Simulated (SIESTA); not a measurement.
The system is Al.

```
Al
1.0
     0.00000    2.02481    2.02481
     2.02481    0.00000    2.02481
     2.02481    2.02481    0.00000
Al
1
Direct
  0.00000 0.00000 0.00000
```

```yaml
Program: SIESTA 5.4.2
Task: single point
Functional: PBE
Potentials_or_basis: PseudoDojo 0.4 standard (PBE files)
Basis: DZP (energy shift 0.003 Ry)
Grid_cutoff: 500 Ry
Energy_shift: 0.003 Ry
k_mesh: 11 × 11 × 11
Occupations: fermi-dirac, width 0.05 eV
Spin: no spin polarisation
```

On this cell: pressure -0.4 GPa; band gap on the k mesh none (metal or under the smearing width).

The same run follows on a disturbed copy (cell strained at random at fixed volume):

```xyz
1
Lattice="0.0479 1.9691 2.0269 2.0433 -0.0084 2.0831 2.0406 2.0227 -0.0057" Properties=species:S:1:pos:R:3 pbc="T T T"
Al    0.0167    0.0547   -0.0153
```

Problem. What changes?

Solution. The energy (extrapolated to zero smearing) moves by +5.3 meV/atom; pressure -0.3 GPa; band gap on the k mesh none (metal or under the smearing width).

Stress tensor (GPa, compression positive):
```
 0.65 -0.85 -1.27
-0.85  0.58  1.68
-1.27  1.68 -2.02
```

Caveats: the basis of atomic orbitals isn't converged, which shifts pressures, moduli and gaps.
